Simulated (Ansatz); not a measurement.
# NbSi2As4 monolayer in a perpendicular field, part 2 of 2

Wanted: the out-of-plane response of the NbSi2As4 monolayer. A positive field points along +c.

Ansatz 0.2.0; plane-wave DFT, PBE-D3(BJ), Ansatz PAW.

So far. Step 2 (Relaxing the slab): The lattice constant a goes from 3.630 to 3.625 Å.

## (3) Atoms held, field 0

A sawtooth potential applies the field, turning back in the middle of the vacuum. With the dipole correction the typed value is the field outside the slab. The induced dipole is small, so the SCF threshold is tight.

The cell differs from the one that the last finished run ended in (c 49.414 → 27.988 Å).

The input, input.yaml:

```yaml
crystal:
  lattice:
    - [3.6248746878, 0.0, 0.0]
    - [-1.8124373439, 3.1392335652, 0.0]
    - [0.0, 0.0, 27.9883008971]
  atoms:
    - { symbol: As, position: [0.0, 0.0, 0.3215629285] }
    - { symbol: Si, position: [0.3333333333, 0.6666666667, 0.360967963] }
    - { symbol: As, position: [0.3333333333, 0.6666666667, 0.4446139614] }
    - { symbol: Nb, position: [0.0, 0.0, 0.5] }
    - { symbol: As, position: [0.3333333333, 0.6666666667, 0.5553860386] }
    - { symbol: Si, position: [0.3333333333, 0.6666666667, 0.639032037] }
    - { symbol: As, position: [0.0, 0.0, 0.6784370715] }
kpoints:
  mp_grid: { grid: [18, 18, 1] }
  band_path:
    path: [[0, 0, 0], [0.5, 0, 0], [0.33333333, 0.33333333, 0], [0, 0, 0]]
    npoints: 16
hamiltonian:
  xc: pbe
  dispersion: d3bj
scf:
  occupations: { method: fermi_dirac, width: 0.02585 }
  convergence: { dr2_threshold: 1.0e-10 }
efield:
  axis: 3
  dipole_correction: true
  ramp_position: 0.97
  ramp_width: 0.06
  amplitude: 0
output:
  dos: { projected: true, e_range: [-6, 5] }
  write_potential: true
  write_density: true
  volumetric_format: npy
  elf: true
```

The run is started by

```bash
$ ansatz run input.yaml --threads 4 --pin off --max-ram 6144MiB --backend cpu --events-out ev --progress --plain --runs-dir out
```

Numbers of over 12 decimals in the logs are rounded to 6 here.

Output:

```text
[...]
Crystal: 7 atoms, lattice volume = 318.488 Å³
Basis set: ecut = 420 eV, 6153 PW (Γ)
Bands: 49, of which v1, the nominal top of the filled ones, is band 41 counted from 1 (40 counted from 0)
Symmetry: 6 space group operations
k-points: 37 of 324 (time reversal used)
[...]
SCF iter   1: F=—  HF=-25252.128761 eV  |F-HF|=—  |Δ(HF+E_count)|=         —  Δρ=3.36e-3  dr2=1.42e-1  ethr=1.77e-3  p=0.000 e·Å  D=2.15e-13 V/Å  ΔV_dip=-0.00 eV  dr2_dipole=1.51e-7  V_vac-E_F(+/−)=5.13/5.13 eV  ⟨swp⟩=9.9  Hψ=7800  notcnv=0
efield: sawtooth ramp at fractional position 0.9700 (set: `efield.ramp_position`, or a place that a band, a saddle search or an elastic batch's reference lends), width 0.0600; the density the first Hamiltonian is built on has a dipole p = 0.000 e·Å; the dipole correction subtracts the counter field D = 2.15e-13 V/Å, which shifts the + side's vacuum level by -0.00 eV against the − side's; the planar-averaged density in the ramp window peaks in size at 7.3e-6 e/Å³
[...]
SCF iter   2: F=—  HF=-25252.124637 eV  |F-HF|=—  |Δ(HF+E_count)|=   4.12e-3  Δρ=1.29e-3  dr2=1.42e-2  ethr=1.75e-4  p=-0.000 e·Å  D=-2.53e-5 V/Å  ΔV_dip=0.00 eV  dr2_dipole=2.54e-7  V_vac-E_F(+/−)=4.95/4.95 eV  ⟨swp⟩=3.1  Hψ=2632  notcnv=0  defer=91
[...]
SCF iter  10: F=-25252.122617 eV  HF=-25252.122617 eV  |F-HF|=5.46e-11  |Δ(HF+E_count)|=  6.15e-10  Δρ=1.22e-7  dr2=5.18e-11  ethr=1.00e-12  p=-0.000 e·Å  D=-1.99e-8 V/Å  ΔV_dip=0.00 eV  dr2_dipole=3.19e-14  V_vac-E_F(+/−)=5.00/5.00 eV  ⟨swp⟩=9.8  Hψ=6591  notcnv=0
SCF 1 converged in 10 iterations: F = -25252.122617 eV  dr2 = 5.18e-11
[...]
NSCF: frozen V_eff on 49 k-points
efield: sawtooth ramp at fractional position 0.9700 (kept from the solve that this one continues, or follows in the run), width 0.0600; the density the first Hamiltonian is built on has a dipole p = -0.000 e·Å; the dipole correction subtracts the counter field D = -1.99e-8 V/Å, which shifts the + side's vacuum level by +0.00 eV against the − side's; the planar-averaged density in the ramp window peaks in size at 3.6e-7 e/Å³
WARN: The output density's exchange-correlation potential varies sharply where the density is thin. Do not read a vacuum level from v_tot or v_xc, or from such a field of the output density. On a cell that repeats whose density bears no net charge and no dipole along the vacuum's axis use v_es (v_loc + v_h of the components); under efield.dipole_correction with no amplitude use v_es + v_field, which holds any externa [...]
SCF converged after 10 iterations
Free energy (F): -25252.122617 eV
[...]
Internal energy: -25252.115214 eV  (E = F + TS)
E sigma→0 (E₀):  -25252.118916 eV
Entropy (-TS):   -0.007403 eV (-1.058 meV/atom)
Fermi energy:    1.693397 eV
Dipole field:    D = 0.000000 V/Å  (p = 0.000000 e·Å, saw-weighted, corrected)
Work function:   Φ+ = 5.0024 eV   Φ− = 5.0025 eV
Levels:          The Fermi level and band energies are counted from a zero that moves with the ramp; work functions are not
[...]
--- Band table (eV; the first three rows and the last of 37) ---
  k-point 0: bands = [... 37 lower, 1.1316, 1.4562, 1.4562, 1.9859, 4.1795, 4.2479, 4.6125, 4.6125, ... 4 higher]
  k-point 1: bands = [... 37 lower, 1.0468, 1.3779, 1.3925, 2.0079, 4.3788, 4.4300, 4.6366, 4.7036, ... 4 higher]
  k-point 2: bands = [... 37 lower, 0.8388, 1.2240, 1.2371, 1.9823, 4.1552, 4.1801, 4.8855, 4.9293, ... 4 higher]
  k-point 36: bands = [... 37 lower, -0.7636, 0.2745, 1.0427, 2.3431, 3.2231, 3.3757, 3.6420, 4.2683, ... 4 higher]
```

Wall time 22 s (4 threads of Intel Xeon Platinum 8259CL at 2.50GHz (Skylake/Cascade Lake), shared host); peak memory 1.1 GiB.

Numbers from this step:

```
energy at zero smearing   : -25252.1189 eV
work function, upper face : 5.002 eV
dipole along the normal   : 3.00e-7 e·Å
```

Running mean over a fixed 2.8 Å (it still follows the layers) of the planar mean; the ramp of the sawtooth is left out. Table of electron's electrostatic potential energy less the Fermi level by z:

| z (Å) | electron's electrostatic potential energy less the Fermi level (eV) |
| --- | --- |
| 4 | 5.00 |
| 5 | 5.00 |
| 6 | 4.94 |
| 7 | 4.04 |
| 8 | 1.23 |
| 9 | -3.68 |
| 10 | -4.48 |
| 11 | -3.14 |
| 12 | -1.37 |
| 13 | -5.98 |
| 14 | -7.54 |
| 15 | -5.94 |
| 16 | -1.35 |
| 17 | -3.18 |
| 18 | -4.50 |
| 19 | -3.63 |
| 20 | 1.27 |
| 21 | 4.07 |
| 22 | 4.95 |
| 23 | 5.00 |
| 24 | 5.00 |

The density of states has structure finer than the step of the table below, so its rows give means over 0.25 eV, whole bins alone (the curve runs from -6 to 1.99 eV). Peaks (eV: height): -5.200: 13.7, -4.510: 8.74, -3.990: 15.2, -2.390: 7.20, -1.920: 7.74, -1.340: 7.72, -1.040: 8.98.

Table of density of states by energy, zero at the Fermi level; means over each step:

| energy (eV) | density of states (states/eV a cell) |
| --- | --- |
| -5.75 | 0.471 |
| -5.50 | 0.569 |
| -5.25 | 2.33 |
| -5.00 | 0.0223 |
| -4.75 | 1.74 |
| -4.50 | 4.73 |
| -4.25 | 3.10 |
| -4.00 | 5.67 |
| -3.75 | 2.68 |
| -3.50 | 3.74 |
| -3.25 | 3.62 |
| -3.00 | 4.30 |
| -2.75 | 3.52 |
| -2.50 | 5.09 |
| -2.25 | 5.35 |
| -2.00 | 6.59 |
| -1.75 | 5.05 |
| -1.50 | 5.10 |
| -1.25 | 6.38 |
| -1.00 | 6.46 |
| -0.75 | 4.06 |
| -0.50 | 1.91 |
| -0.25 | 2.09 |
| 0.00 | 3.51 |
| 0.25 | 2.22 |
| 0.50 | 0.608 |
| 0.75 | 0.0150 |
| 1.00 | 0 |
| 1.25 | 7.5e-4 |
| 1.50 | 1.83 |
| 1.75 | 3.64 |

Projected DOS per atom over height of the atomic layer and energy from the Fermi level. Layers: As Si As Nb As Si As from below.

Ten even steps from '_' (0.00 states/eV) to '@' (2.15 states/eV), each cell a mean:
```
::::__==__::::
______::______
______________
______________
______==______
____..@@..____
____..--..____
..__--++--__..
--..**##**..--
++..==++==..++
++::--==--::++
++::------::++
--::--::--::--
::::::--::::::
::::::--::::::
....::::::....
::----------::
..::::..::::..
..............
______________
______________
______________
```
Columns: height of the atomic layer (Å) from 9 to 19.0 (not evenly spaced); rows upwards: energy from the Fermi level (eV) from -5.96 to 1.96.

The electronic bands at the labelled points (eV, zero at the Fermi level):

| point | band 37 | band 38 | band 39 | band 40 | band 41 | band 42 | band 43 | band 44 |
| --- | --- | --- | --- | --- | --- | --- | --- | --- |
| Γ | -0.56 | -0.56 | -0.24 | -0.24 | 0.29 | 2.49 | 2.55 | 2.92 |
| halfway | -1.64 | -1.12 | -1.06 | -0.89 | -0.11 | 1.88 | 1.99 | 2.59 |
| M | -1.78 | -1.63 | -1.61 | -0.60 | -0.08 | 1.59 | 1.60 | 2.07 |
| halfway | -2.12 | -1.79 | -1.33 | -0.96 | 0.17 | 1.63 | 2.20 | 2.35 |
| K | -2.73 | -2.46 | -1.42 | -0.65 | 0.65 | 1.53 | 1.68 | 1.95 |
| halfway | -1.90 | -1.36 | -1.00 | -0.94 | -0.10 | 2.15 | 2.54 | 2.67 |
| Γ | -0.56 | -0.56 | -0.24 | -0.24 | 0.29 | 2.49 | 2.55 | 2.92 |

Electrostatic potential energy in the ca plane at fractional y = 0.667, with atoms of Si and As within 0.2 Å of it. With pseudopotentials it is smooth inside the atoms' cores, unlike the true potential.

Values in eV, 5 rows by 16 columns, each cell a mean:
```
  7   7   6  -1  -1   4   5   4  -5  -3   4   5   4  -2   0   6
  7   7   6   1  -1   1   3   0  -2  -1   0   4   0  -1   2   6
  7   7   6   3 -23 -23  -7  -6  -2  -5  -6  -6 -30 -16   4   6
  7   7   6   3 -32 -32  -8   1  -4  -7   2  -9 -40 -23   4   6
  7   7   6   3  -6  -6  -1  -7  -1  -2  -7   1  -8  -4   4   6
```
Columns run along c (16.0 Å, from fractional 0.19 to 0.76 of the cell; values clipped at the 3rd and 97th percentile), rows up along a (3.6 Å). Atoms in or near the plane, at fractional coordinates: Si at (0.36, 0.33), As at (0.44, 0.33), As at (0.56, 0.33), Si at (0.64, 0.33).

Valence density in the ca plane at fractional y = 0.667, with atoms of Si and As within 0.2 Å of it. It is the smooth field of the valence electrons, not physical close to the nuclei.

Ten steps, logarithmic in the rise over the least value, from '0' (0 e/Å³) to '9' (23 e/Å³), each cell a mean:
```
00000000000000000001111110000011112211110000
00000000000000000001121110000001112211100000
00000000000000000001111110000111111111111000
00000000000000000000112211111232211112332111
00000000000000000000112111222576321123675222
00000000000000000000011101224898521125997322
00000000000000000000011111223798421125896322
00000000000000000000112211112354211123443211
00000000000000000001112111101122111111221101
```
Columns run along c (16.0 Å, from fractional 0.06 to 0.63 of the cell), rows up along a (3.6 Å). Atoms in or near the plane, at fractional coordinates: Si at (0.36, 0.33), As at (0.44, 0.33), As at (0.56, 0.33).

ELF in the ca plane at fractional y = 0.667, with atoms of Si and As within 0.2 Å of it. It is the smooth field of the valence electrons, not physical close to the nuclei.

Values, 5 rows by 16 columns, each cell a mean:
```
0.00 0.00 0.00 0.00 0.01 0.16 0.60 0.59 0.51 0.16 0.17 0.27 0.19 0.20 0.27 0.09
0.00 0.00 0.00 0.00 0.00 0.09 0.42 0.57 0.67 0.35 0.40 0.54 0.19 0.40 0.52 0.29
0.00 0.00 0.00 0.00 0.00 0.01 0.07 0.36 0.53 0.65 0.58 0.51 0.34 0.54 0.47 0.73
0.00 0.00 0.00 0.00 0.00 0.00 0.04 0.28 0.38 0.68 0.53 0.38 0.34 0.48 0.34 0.79
0.00 0.00 0.00 0.00 0.00 0.04 0.25 0.51 0.72 0.51 0.55 0.64 0.26 0.53 0.61 0.50
```
Columns run along c (16.0 Å, from fractional 0.06 to 0.63 of the cell), rows up along a (3.6 Å). Atoms in or near the plane, at fractional coordinates: Si at (0.36, 0.33), As at (0.44, 0.33), As at (0.56, 0.33).

The work function of the upper face is 5.00 eV.

## (4) Single point, field 0.1 V/Å

Changes to input.yaml since step 3:

```diff
@@ -29,5 +29,4 @@
   ramp_width: 0.06
-  amplitude: 0
+  amplitude: 0.1
 output:
-  dos: { projected: true, e_range: [-6, 5] }
   write_potential: true
@@ -35,2 +34 @@
   volumetric_format: npy
-  elf: true
```

Output:

```text
[...]
Crystal: 7 atoms, lattice volume = 318.488 Å³
Basis set: ecut = 420 eV, 6153 PW (Γ)
Bands: 49, of which v1, the nominal top of the filled ones, is band 41 counted from 1 (40 counted from 0)
Symmetry: 6 space group operations
k-points: 37 of 324 (time reversal used)
[...]
k-point 0: bands = [... 37 lower, 1.1321, 1.4562, 1.4562, 1.9855, 4.1724, 4.2539, 4.6112, 4.6112, ... 4 higher]
  k-point 1: bands = [... 37 lower, 1.0474, 1.3775, 1.3925, 2.0076, 4.3716, 4.4354, 4.6341, 4.7021, ... 4 higher]
  k-point 2: bands = [... 37 lower, 0.8394, 1.2239, 1.2366, 1.9820, 4.1454, 4.1884, 4.8832, 4.9308, ... 4 higher]
  k-point 36: bands = [... 37 lower, -0.7642, 0.2739, 1.0427, 2.3427, 3.2225, 3.3753, 3.6413, 4.2679, ... 4 higher]
[key lines of the parts left out:]
SCF converged after 13 iterations
Free energy (F): -25252.126429 eV
Fermi energy:    1.693017 eV
Dipole field:    D = 0.043314 V/Å  (p = 0.076236 e·Å, saw-weighted, corrected)
```

Elapsed: 26 s, on 4 threads; peak memory 1.1 GiB.

The dipole is 0.0762 e·Å.

## (5) Single point, field -0.1 V/Å

Changes to input.yaml since step 4:

```diff
@@ -29,3 +29,3 @@
   ramp_width: 0.06
-  amplitude: 0.1
+  amplitude: -0.1
 output:
```

Output:

```text
[...]
Crystal: 7 atoms, lattice volume = 318.488 Å³
Basis set: ecut = 420 eV, 6153 PW (Γ)
Bands: 49, of which v1, the nominal top of the filled ones, is band 41 counted from 1 (40 counted from 0)
Symmetry: 6 space group operations
k-points: 37 of 324 (time reversal used)
[...]
k-point 0: bands = [... 37 lower, 1.1321, 1.4562, 1.4562, 1.9855, 4.1724, 4.2539, 4.6112, 4.6112, ... 4 higher]
  k-point 1: bands = [... 37 lower, 1.0474, 1.3775, 1.3925, 2.0076, 4.3716, 4.4354, 4.6341, 4.7021, ... 4 higher]
  k-point 2: bands = [... 37 lower, 0.8394, 1.2239, 1.2366, 1.9820, 4.1454, 4.1884, 4.8832, 4.9308, ... 4 higher]
  k-point 36: bands = [... 37 lower, -0.7642, 0.2739, 1.0427, 2.3427, 3.2225, 3.3753, 3.6413, 4.2679, ... 4 higher]
[key lines of the parts left out:]
SCF converged after 13 iterations
Free energy (F): -25252.126429 eV
Fermi energy:    1.693017 eV
Dipole field:    D = -0.043314 V/Å  (p = -0.076236 e·Å, saw-weighted, corrected)
```

The job ended after 25 s (4 threads; peak memory 1.1 GiB).

The dipole is -0.0762 e·Å.

## (6) Response, atoms held

This step: plane-wave DFT, PBE-D3(BJ), Ansatz PAW; response to a field along the normal, atoms held (Ansatz 0.2.0).

The dipoles give the slope, and the difference of two potentials shows where the field is screened.

Numbers from this step:

- equivalent conductor thickness p/(ε₀AE): 12.12 Å
- distance between the outer atoms: 9.988 Å

Table of dipole of the cell by applied field:

| applied field (V/Å) | dipole of the cell (e·Å) |
| --- | --- |
| -0.1000 | -0.0762 |
| 0.0000 | 3.0e-7 |
| 0.1000 | 0.0762 |

Local field over the applied field, running mean. From the potentials at -0.1 and 0.1 V/Å; running mean over 2.5 Å. The local field over applied field by z:

z (Å), local field over applied field and a bar:
```
      4.5      0.998 ##############################
      5.0      0.994 ##############################
      5.5      0.983 ##############################
      6.0      0.954 #############################
      6.5      0.886 ###########################
      7.0      0.762 #######################
      7.5      0.593 ##################
      8.0      0.414 ############
      8.5      0.242 #######
      9.0      0.110 ###
      9.5      0.056 #
     10.0      0.051 #
     10.5      0.054 #
     11.0      0.066 ##
     11.5      0.069 ##
     12.0      0.047 #
     12.5      0.029 
     13.0      0.028 
     13.5      0.022 
     14.0      0.016 
     14.5      0.022 
     15.0      0.028 
     15.5      0.030 
     16.0      0.047 #
     16.5      0.069 ##
     17.0      0.066 ##
     17.5      0.054 #
     18.0      0.051 #
     18.5      0.057 #
     19.0      0.112 ###
     19.5      0.246 #######
     20.0      0.418 ############
     20.5      0.597 ##################
     21.0      0.766 #######################
     21.5      0.889 ###########################
     22.0      0.955 #############################
     22.5      0.983 ##############################
     23.0      0.994 ##############################
     23.5      0.998 ##############################
```

Electrons, planar mean, per unit field. The induced electron density by z:

z (Å), induced electron density (e/Å³ per V/Å) and a bar from the least value:
```
      4.5    0.00001 ###############
      5.0    0.00003 ###############
      5.5    0.00008 ###############
      6.0    0.00022 ################
      6.5    0.00059 ##################
      7.0    0.00142 #####################
      7.5    0.00283 ###########################
      8.0    0.00356 ##############################
      8.5    0.00145 #####################
      9.0    0.00062 ##################
      9.5    0.00067 ##################
     10.0   -0.00099 ###########
     10.5   -0.00091 ###########
     11.0    0.00056 #################
     11.5    0.00032 ################
     12.0    0.00012 ################
     12.5    0.00053 #################
     13.0    0.00006 ###############
     13.5   -0.00074 ############
     14.0    0.00001 ###############
     14.5    0.00074 ##################
     15.0   -0.00009 ###############
     15.5   -0.00053 #############
     16.0   -0.00011 ###############
     16.5   -0.00033 ##############
     17.0   -0.00055 #############
     17.5    0.00095 ###################
     18.0    0.00095 ###################
     18.5   -0.00069 ############
     19.0   -0.00062 ############
     19.5   -0.00150 #########
     20.0   -0.00356 
     20.5   -0.00280 ###
     21.0   -0.00139 #########
     21.5   -0.00058 #############
     22.0   -0.00022 ##############
     22.5   -0.00008 ###############
     23.0   -0.00003 ###############
     23.5   -0.00001 ###############
```

By hand: between -0.1 and 0.1 V/Å the dipole changes by 0.1525 e·Å, a slope of 0.7624 e·Å²/V. A perfect conductor of thickness t has p = ε₀AEt, so t = 180.95 × 0.7624 / 11.379 = 12.12 Å (e/ε₀ = 180.95 V·Å, A in Å²).

The induced dipole is that of a conductor 12.12 Å thick.

## (7) Results

```json
{
  "gap without field": "none",
  "work function, upper face": "5.00 eV",
  "equivalent conductor thickness, atoms held": "12.1 Å"
}
```

The induced dipole equals that of a perfect conductor 12.12 Å thick, while the outer atoms lie 9.99 Å apart. There is no gap over 0.03 eV, with or without the field. The first relaxation ran with spin and lost its moment, and the later runs have none; other magnetic states were not tried. Spin-orbit coupling is left out. The outer anions sit over the metal atoms, one of several polytypes of such layers and not the lowest for every compound.

[Logs are printed without paths, hosts, clocks, repeated set-up lines and the standing remarks that a program may print on its own settings, such as how far it seeks lower states.]

[Hosts, paths, dates, database ids (printed as entryN), source tags and the programs' standing remarks are cut or masked in the printed files.]

[Maps of the electrostatic potential energy from Ansatz leave out the sawtooth potential of an applied field or a dipole correction, so their vacuum need not be flat; planar profiles and work functions include it.]

[The density of states shown here was stored with 400 of the rows of the run's finer table, so its peaks can read low, often by over a quarter, or be missed, and its means over a window can be off by a tenth or more.]
